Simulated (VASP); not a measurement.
Wanted: the native input for a VASP 6.6.1 run.

```yaml
Task: single point
Functional: PBE
Potentials_or_basis: VASP PAW PBE potentials, release 64 (Mg)
Cutoff: 520 eV
k_mesh: 4 × 5 × 1
Occupations: gaussian, width 0.1 eV
Spin: no spin polarisation
Dipole_correction: yes
Further_INCAR_settings: ALGO = Normal; EDIFF = 1e-06; NBANDS = 18
```

The structure of Mg lies in POSCAR:

```
Mg
1.0
    6.4201385733      0.0000000000      0.0000000000
    0.0000000000      5.1379129567      0.0000000000
    0.0000000000      0.0000000000     21.6644777330
Mg
8
Direct
    0.0000000000      0.7500000000      0.1846340378
    0.5000000000      0.7500000000      0.1846340378
    0.2500000000      0.2500000000      0.2274076137
    0.7500000000      0.2500000000      0.2274076137
    0.2500000000      0.7500000000      0.3173234500
    0.7500000000      0.7500000000      0.3173234500
    0.0000000000      0.2500000000      0.3537808678
    0.5000000000      0.2500000000      0.3537808678
```

The slab is cut from a database's or a generator's crystal, which needn't be the stable form of the element.

The cell isn't the ideal one: the clean substrate in the cell of the map.

These files were run (other wordings do the same):

INCAR

```
  PREC = Accurate
  ENCUT = 520
  EDIFF = 1E-6
  ISMEAR = 0
  SIGMA = 0.1
  LREAL = F
  LASPH = T
  NELM = 60
  ALGO = Normal
  ISIF = 2
  LWAVE = F
  LCHARG = F
  LDIPOL = T
  IDIPOL = 3
  DIPOL = 0.5 0.5 0.271
  GGA = PE
  NBANDS = 18
```

KPOINTS

```
regular mesh
0
Gamma
  4 5 1
```

Potentials or basis: VASP PAW PBE potentials, release 64 (Mg).

Command:

```console
$ cat potpaw_PBE.64/Mg/POTCAR > POTCAR
$ mpirun -np 1 vasp_std > vasp.out
```

Results of the run:

```
Largest force          : 0.190 eV/Å
Band gap on the k mesh : none (metal or under the smearing width)
```

It took 3.4 min on 1 thread of Intel(R) Xeon(R) Platinum 8175M CPU @ 2.50GHz (Skylake/Cascade Lake) (shared host), peak memory 0.62 GiB.
